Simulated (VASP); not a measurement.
# LiCl (P1) in VASP: single point with PBEsol

Aim: the single point of LiCl with PBEsol.

Everything below comes from runs of VASP 6.6.1. Logs are shortened: lines on timing, memory, paths and dates and some standing lists are left out, and cuts for length are marked.

## Step 1: The cell of the first run

The typed cell holds 2 atoms: a = 3.503 Å, b = 3.479 Å, c = 3.472 Å, α = 60.42°, β = 60.39°, γ = 60.07°.

## Step 2: Single point, PBEsol (all atoms moved at random, cell strained at random)

Contents of INCAR:

```
SYSTEM = LiCl
ALGO = Normal
EDIFF = 1E-7
ENCUT = 520
GGA = PS
ISIF = 2
ISMEAR = 0
LASPH = .True.
LCHARG = .False.
LREAL = .False.
LWAVE = .False.
NBANDS = 12
NELM = 100
PREC = Accurate
SIGMA = 0.02
```

Contents of KPOINTS:

```
k-points
0
Gamma
  8 8 8
  0 0 0
```

Contents of POSCAR:

```
LiCl
1.0
   -0.0181841484      2.4696330516      2.4841495932
    2.4480890676     -0.0060784812      2.4720439260
    2.4506281800      2.4600664968     -0.0086175936
Li Cl
1 1
Direct
    0.0035013023      0.0057276314      0.0003431120
    0.4964986977      0.4942723686      0.4996568880
```

Potentials or basis: VASP PAW PBE potentials, release 64 (Li_sv, Cl).

Command:

```bash
> cat potpaw_PBE.64/Li_sv/POTCAR potpaw_PBE.64/Cl/POTCAR > POTCAR
> mpirun -np 1 vasp_std > vasp.out
```

OUTCAR:

```text
SYSTEM = LiCl
   EDIFF = 1E-7
   ENCUT = 520
   GGA = PS
   ISIF = 2
   ISMEAR = 0
   LASPH = .True.
   LREAL = .False.
   NELM = 100
   PREC = Accurate

 ion  position               nearest neighbor table
   1  0.004  0.006  0.000-   2 2.43   2 2.44   2 2.45   2 2.49   2 2.49   2 2.53
   2  0.496  0.494  0.500-   1 2.43   1 2.44   1 2.45   1 2.49   1 2.49   1 2.53

  Warning from LATTYP: Got some problem with cell dimensions!
  Tried to take original basis but could not verify dimensions!
  LATTYP: Found a triclinic cell.
 ALAT       =     3.4791059488
 B/A-ratio  =     2.4480573404
 C/A-ratio  =     2.6566808018
 COS(alpha) =     0.0003096991
 COS(beta)  =     0.5692375554
 COS(gamma) =     0.8149602766

  Lattice vectors:

 A1 = (   2.4480890676,  -0.0060784812,   2.4720439260)
 A2 = (   4.8805330992,   4.9236210672,   4.9475759256)
 A3 = (   2.4611949912,  -7.4080014888,   4.9492173720)

Analysis of symmetry for initial positions (statically):
=====================================================================
 Subroutine PRICEL returns:
 Original cell was already a primitive cell.

 Routine SETGRP: Setting up the symmetry group for a
 triclinic supercell.

 Subroutine GETGRP returns: Found  1 space group operations
 (whereof  1 operations were pure point group operations)
 out of a pool of  2 trial point group operations.

The static configuration has the point symmetry C_1 .

Analysis of symmetry for dynamics (positions and initial velocities):
=====================================================================
 Subroutine PRICEL returns:
 Original cell was already a primitive cell.

 Routine SETGRP: Setting up the symmetry group for a
 triclinic supercell.

 Subroutine GETGRP returns: Found  1 space group operations
 (whereof  1 operations were pure point group operations)
 out of a pool of  2 trial point group operations.

The dynamic configuration has the point symmetry C_1 .

 Subroutine INISYM returns: Found  1 space group operations
 (whereof  1 operations are pure point group operations),
 and found     1 'primitive' translations

----------------------------------------------------------------------------------------

                                     Primitive cell

  volume of cell :      30.1216

  direct lattice vectors                    reciprocal lattice vectors
    -0.018184148  2.469633052  2.484149593    -0.201893185  0.201820715  0.200433033
     2.448089068 -0.006078481  2.472043926     0.203590155 -0.202100021  0.202409310
     2.450628180  2.460066497 -0.008617594     0.203181337  0.203388174 -0.200712339

  length of vectors
     3.502915539  3.479105949  3.472402613     0.348806335  0.351088164  0.350620661

  position of ions in fractional coordinates (direct lattice)
     0.003501302  0.005727631  0.000343112
     0.496498698  0.494272369  0.499656888

  ion indices of the primitive-cell ions
   primitive index   ion index
                 1           1
                 2           2

----------------------------------------------------------------------------------------

 KPOINTS: k-points

Automatic generation of k-mesh.
 Grid dimensions read from file:
 generate k-points for:    8    8    8

 Generating k-lattice:

  Cartesian coordinates                     Fractional coordinates (reciprocal lattice)
    -0.025236648  0.025227589  0.025054129     0.125000000  0.000000000 -0.000000000
     0.025448769 -0.025262503  0.025301164     0.000000000  0.125000000  0.000000000
     0.025397667  0.025423522 -0.025089042     0.000000000  0.000000000  0.125000000

  Length of vectors
     0.043600792  0.043886020  0.043827583

  Shift w.r.t. Gamma in fractional coordinates (k-lattice)
     0.000000000  0.000000000  0.000000000

 Subroutine IBZKPT returns following result:
 ===========================================

 Found    260 irreducible k-points:

 Following reciprocal coordinates:
            Coordinates               Weight
  0.000000  0.000000  0.000000      1.000000
  0.125000 -0.000000 -0.000000      2.000000
  0.250000 -0.000000 -0.000000      2.000000
  0.375000 -0.000000 -0.000000      2.000000
  0.500000 -0.000000 -0.000000      1.000000
  0.000000  0.125000  0.000000      2.000000
[... 16 lines left out ...]
  0.125000  0.375000  0.000000      2.000000
  0.250000  0.375000  0.000000      2.000000
 [... further k-points ...]
   k-points           NKPTS =    260   k-points in BZ     NKDIM =    260   number of bands    NBANDS=     12
   number of dos      NEDOS =    301   number of ions     NIONS =      2
   total plane-waves  NPLWV =  21952
   dimension x,y,z NGX =    28 NGY =   28 NGZ =   28
   dimension x,y,z NGXF=    56 NGYF=   56 NGZF=   56
   ions per type =               1   1
   NGX,Y,Z   is equivalent  to a cutoff of  13.29, 13.38, 13.41 a.u.
   NGXF,Y,Z  is equivalent  to a cutoff of  26.58, 26.76, 26.81 a.u.
 SYSTEM =  LiCl
   PREC   = accura    normal or accurate (medium, high low for compatibility)
   ISTART =      0    job   : 0-new  1-cont  2-samecut
   ICHARG =      2    charge: 1-file 2-atom 10-const
   ISPIN  =      1    spin polarized calculation?
   LNONCOLLINEAR =      F non collinear calculations
   LSORBIT =      F    spin-orbit coupling
   LASPH  =      T    aspherical Exc in radial PAW
   ENCUT  =  520.0 eV  38.22 Ry    6.18 a.u.   6.51  6.47  6.46*2*pi/ulx,y,z
   NELM   =    100;   NELMIN=  2; NELMDL= -5     # of ELM steps
   EDIFF  = 0.1E-06   stopping-criterion for ELM
   LREAL  =      F    real-space projection
   EDIFFG = 0.1E-05   stopping-criterion for IOM
   NSW    =      0    number of steps for IOM
   IBRION =     -1    ionic relax: 0-MD 1-quasi-New 2-CG
   NFREE  =      0    steps in history (QN), initial steepest desc. (CG)
   ISIF   =      2    stress and relaxation
   ISYM   =      2    0-nonsym 1-usesym 2-fastsym
   POTIM  = 0.5000    time-step for ionic-motion
   TEBEG  =    0.0;   TEEND  =   0.0 temperature during run
   PSTRESS=    0.0 pullay stress
   NELECT =      10.0000    total number of electrons
   NUPDOWN=      -1.0000    fix difference up-down
   EMIN   =  10.00;   EMAX   =-10.00  energy-range for DOS
   EFERMI =   0.00;   METHOD = LEGACY
   ISMEAR =     0;   SIGMA  =   0.02  broadening in eV -4-tet -1-fermi 0-gaus
   EFERMI_NEDOS =   21; number of points for ismear=-14 and -15
   IALGO  =     38    algorithm
   IMIX   =      4    mixing-type and parameters
     AMIX     =   0.40;   BMIX     =  1.00
     AMIX_MAG =   1.60;   BMIX_MAG =  1.00
  volume/ion in A,a.u.               =      15.06       101.64
  Fermi-wavevector in a.u.,A,eV,Ry     =   1.133572  2.142140 17.483276  1.284985
  Thomas-Fermi vector in A             =   2.270275
   LORBIT       =      0    0 simple, 1 ext, 2 COOP (PROOUT), +10 PAW based schemes
   GGA     = PS    functional components
   LHFCALC =     F    Hartree Fock is set to
   AEXX    =    0.0000 exact exchange contribution
   IVDW    =     0    specifies the selected vdW correction
   LEPSILON=     F    determine dielectric tensor
   LRPA    =     F    only Hartree local field effects (RPA)
 non-spin polarized calculation
 Gauss-broadening in eV      SIGMA  =   0.02
  energy-cutoff  :      520.00
  volume of cell :       30.12
 maximum number of plane-waves:       855
 NGX is ok and might be reduce to    28
   NGX = 13   NGY = 13   NGZ = 13

 number of electron      10.0000000 magnetization

 number of electron       9.9999999 magnetization

 Free energy of the ion-electron system (eV)
  ---------------------------------------------------
  ext. energy  EPLUGINS =         0.00000000
  ---------------------------------------------------
  free energy    TOTEN  =        -7.61426039 eV

  energy without entropy =       -7.61426039  energy(sigma->0) =       -7.61426039

 E-fermi :   1.5805     XC(G=0):  -9.4120

 val. band max:        1.4877130255   @ k =   0.0000   0.0000   0.0000
 cond. band min:       8.0815977971   @ k =   0.5000   0.5000   0.5000
 fundamental gap:      6.5938847716
 Fermi energy:         1.5805106644

 k-point     1 :       0.0000    0.0000    0.0000
  band No.  band energies     occupation
      1     -41.2047      2.00000
      2     -12.3852      2.00000
      3       1.4045      2.00000
      4       1.4573      2.00000
      5       1.4877      2.00000
      6       8.2842      0.00000
      7      13.2292      0.00000
      8      13.3302      0.00000
      9      13.4278      0.00000
     10      16.1271      0.00000
     11      16.3419      0.00000
     12      16.5522      0.00000

 k-point     2 :       0.1250   -0.0000   -0.0000
  band No.  band energies     occupation
      1     -41.2037      2.00000
      2     -12.2907      2.00000
      3       0.7868      2.00000
      4       1.4070      2.00000
      5       1.4331      2.00000
      6       8.7500      0.00000
      7      12.5208      0.00000
      8      13.2867      0.00000
      9      13.4112      0.00000
     10      14.7180      0.00000
     11      14.8236      0.00000
     12      16.9782      0.00000

 k-point     3 :       0.2500   -0.0000   -0.0000
  band No.  band energies     occupation
      1     -41.2017      2.00000
      2     -12.0470      2.00000
      3      -0.4578      2.00000
      4       1.2916      2.00000
      5       1.3215      2.00000
      6       8.9130      0.00000
      7      12.1480      0.00000
      8      12.2718      0.00000
      9      12.7636      0.00000
     10      15.5678      0.00000
     11      15.6411      0.00000
     12      17.6245      0.00000

 k-point     4 :       0.3750   -0.0000   -0.0000
  band No.  band energies     occupation
      1     -41.1999      2.00000
      2     -11.7765      2.00000
      3      -1.5174      2.00000
      4       1.1837      2.00000
      5       1.2218      2.00000
      6       8.4041      0.00000
      7      11.2062      0.00000
      8      11.3207      0.00000
      9      14.3901      0.00000
     10      17.4840      0.00000
     11      17.5373      0.00000
     12      18.3647      0.00000

 k-point     5 :       0.5000   -0.0000   -0.0000
  band No.  band energies     occupation
      1     -41.1990      2.00000
      2     -11.6548      2.00000
      3      -1.9270      2.00000
      4       1.1413      2.00000
      5       1.1833      2.00000
      6       8.1637      0.00000
      7      10.8786      0.00000
      8      10.9890      0.00000
      9      15.4126      0.00000
     10      18.8620      0.00000
     11      19.0112      0.00000
     12      19.1842      0.00000
[... 228 lines left out ...]
      1     -41.2005      2.00000
      2     -11.8738      2.00000
      3      -0.8099      2.00000
      4       0.5830      2.00000
      5       1.3405      2.00000
      6       9.3119      0.00000
      7      11.6182      0.00000
      8      11.7395      0.00000
      9      12.9853      0.00000
     10      15.3455      0.00000
     11      17.7643      0.00000
     12      18.4201      0.00000

 k-point    22 :       0.0000    0.3750    0.0000
  band No.  band energies     occupation
      1     -41.1997      2.00000
      2     -11.7583      2.00000
      3      -1.5021      2.00000
      4       1.1395      2.00000
      5       1.1967      2.00000
      6       8.3546      0.00000
      7      11.1194      0.00000
      8      11.2689      0.00000
      9      14.4613      0.00000
     10      17.4510      0.00000
     11      17.5890      0.00000
     12      18.3242      0.00000

 k-point    23 :       0.1250    0.3750    0.0000
  band No.  band energies     occupation
      1     -41.1998      2.00000
      2     -11.7737      2.00000
      3      -1.1745      2.00000
      4       0.8436      2.00000
      5       0.9431      2.00000
      6       9.2221      0.00000
      7      10.9249      0.00000
      8      12.2557      0.00000
      9      12.9222      0.00000
     10      16.1577      0.00000
     11      18.2249      0.00000
     12      19.0141      0.00000

 k-point    24 :       0.2500    0.3750    0.0000
  band No.  band energies     occupation
      1     -41.1993      2.00000
      2     -11.6710      2.00000
      3      -1.1006      2.00000
      4       0.3531      2.00000
      5       0.5777      2.00000
      6      10.0572      0.00000
      7      10.6448      0.00000
      8      11.8090      0.00000
      9      13.9897      0.00000
     10      15.5507      0.00000
     11      18.6951      0.00000
     12      20.5376      0.00000

 [... further k-points ...]

------------------------ aborting loop because EDIFF is reached ----------------------------------------

  FORCE on cell =-STRESS in cart. coord.  units (eV):
  Direction    XX          YY          ZZ          XY          YZ          ZX
  --------------------------------------------------------------------------------------
  -------------------------------------------------------------------------------------
  Total        0.6342246      0.5784080      0.5296843      0.0342354     -0.0093191      0.0431325
  in kB       33.7346359     30.7657302     28.1741016      1.8209944     -0.4956875      2.2942354
  external PRESSURE =      30.8914892 kB  Pullay stress =       0.0000000 kB

 VOLUME and BASIS-vectors are now :
 -----------------------------------------------------------------------------
  energy-cutoff  :      520.00
  volume of cell :       30.12
      direct lattice vectors                 reciprocal lattice vectors
    -0.018184148  2.469633052  2.484149593    -0.201893185  0.201820715  0.200433033
     2.448089068 -0.006078481  2.472043926     0.203590155 -0.202100021  0.202409310
     2.450628180  2.460066497 -0.008617594     0.203181337  0.203388174 -0.200712339

 POSITION                                       TOTAL-FORCE (eV/Angst)
 -----------------------------------------------------------------------------------
      0.01480      0.00946      0.02285        -0.045837     -0.026979     -0.058705
      2.42547      2.45235      2.45093         0.045837      0.026979      0.058705
 -----------------------------------------------------------------------------------
    total drift:                               -0.000112     -0.000045      0.000074

  FREE ENERGIE OF THE ION-ELECTRON SYSTEM (eV)
  ---------------------------------------------------
  free  energy   TOTEN  =        -7.6142603943 eV

  energy  without entropy=       -7.6142603943  energy(sigma->0) =       -7.61426039
```

It took 36 s on 1 thread of Intel Xeon 6975P-C (Granite Rapids), shared host; peak memory 0.21 GiB.

What came out:

```
Free energy            : -7.6143 eV
Largest force          : 0.079 eV/Å
Band gap on the k mesh : 6.59 eV, indirect (least direct gap 6.80 eV)
```

Forces on the atoms (eV/Å):
```
Li  -0.046 -0.027 -0.059
Cl   0.046  0.027  0.059
```

Levels at points of the mesh, in eV from the valence-band top:
```csv
k point,band 2,band 3,band 4,band 5,band 6,band 7,band 8,band 9
"(0.00, 0.00, 0.00)",-13.87,-0.08,-0.03,0.00,6.80,11.74,11.84,11.94
"(0.50, 0.00, 0.00)",-13.14,-3.41,-0.35,-0.30,6.68,9.39,9.50,13.92
"(0.00, 0.50, 0.00)",-13.12,-3.41,-0.39,-0.33,6.62,9.30,9.45,14.01
"(0.50, 0.50, 0.00)",-12.79,-3.56,-1.41,-1.34,7.87,8.00,13.17,14.83
"(0.00, 0.00, 0.50)",-13.12,-3.41,-0.37,-0.34,6.63,9.34,9.44,14.00
"(0.50, 0.00, 0.50)",-12.78,-3.56,-1.46,-1.34,7.83,7.98,13.25,14.73
"(0.00, 0.50, 0.50)",-12.77,-3.56,-1.43,-1.39,7.82,7.96,13.31,14.75
"(0.50, 0.50, 0.50)",-13.11,-3.40,-0.39,-0.37,6.59,9.30,9.36,14.04
```

Caveat: the cutoff is under 1.25 times the usual one of these potentials, so pressure, stress and relaxed cells hold a basis-set (Pulay) error; the PAW data sets were made with another functional, which shifts forces and pressure a little. A k mesh can miss the band edges.
